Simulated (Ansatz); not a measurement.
# AlP: the cost of one run

Computed with Ansatz 0.2.0 (DFT PBE, scalar-relativistic, plane waves, PAW, unless a step's input says otherwise).

The COD entry's cell or inner coordinates are ideal or old and differ from later refinements, so a difference from it is no clean test against experiment.

2 further runs of the same task are left out: 2 set aside as unsound or not needed.

### Step 1. The system as given

It takes space group F-43m (No. 216, cubic). The conventional cell has a = 5.507 Å, b = 5.507 Å, c = 5.507 Å, α = 90.00°, β = 90.00°, γ = 90.00°. Al (site symmetry -43m) has 4 P at 2.38 Å as nearest neighbours. P (site symmetry -43m) has 4 Al at 2.38 Å as nearest neighbours.

Coordinates:

```
Al P
1.0
     0.00000   -2.75340   -2.75340
    -2.75340    0.00000   -2.75340
     2.75340    2.75340   -5.50680
Al P
2 2
Cartesian
  0.0000 0.0000 0.0000
  0.0000 0.0000 -5.5068
  1.3767 1.3767 -6.8835
  -1.3767 -1.3767 -6.8835
```

It is built from the cell relaxed beforehand with the same method (20.87 Å³/atom).

### Step 2. The undisturbed cell

input.yaml reads:

```yaml
crystal:
  lattice:
    - [0.0, -2.7534005734, -2.7534005734]
    - [-2.7534005734, 0.0, -2.7534005734]
    - [2.7534005734, 2.7534005734, -5.5068011467]
  atoms:
    - { symbol: Al, position: [0.0, 0.0, 0.0] }
    - { symbol: Al, position: [0.5, 0.5, 0.5] }
    - { symbol: P, position: [0.375, 0.375, 0.875] }
    - { symbol: P, position: [0.875, 0.875, 0.375] }
basis:
  ecutwfc: 420
kpoints:
  mp_grid: { grid: [6, 6, 6] }
hamiltonian:
  xc: pbe
scf:
  occupations: { method: gaussian, width: 0.05 }
output:
  forces: true
  stress: true
  eigenvalues: true
```

Started as:

```
> ansatz run input.yaml --threads 1 --pin off --max-ram 2560MiB --backend cpu --events-out ev --progress --plain --runs-dir out
```

Q: Estimate wall time and peak memory on 1 thread of Arm Neoverse V2, shared host.

About 3.6 s, with a peak of 0.33 GiB.
